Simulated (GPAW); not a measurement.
The system is SiC (Moissanite 3C).

```
Si C
1.0
     0.00000    2.17900    2.17900
     2.17900    0.00000    2.17900
     2.17900    2.17900    0.00000
Si C
1 1
Direct
  0.00000 0.00000 0.00000
  0.25000 0.25000 0.25000
```

Base run:

* Program: GPAW 26.7.0
* Functional: optB88-vdW
* Potentials or basis: GPAW PAW data sets (gpaw-data 1.2.1)
* Cutoff: 800 eV
* Basis: pw
* k mesh: 10 × 10 × 10
* Occupations: fermi-dirac, width 0.05 eV
* Spin: no spin polarisation

Its results: band gap on the k mesh 1.54 eV, indirect (least direct gap 4.69 eV).

Task: The run is repeated on the same cell with these changes: functional from optB88-vdW to TASK. What comes out?

Result: Band gap on the k mesh 2.00 eV, indirect (least direct gap 5.56 eV).
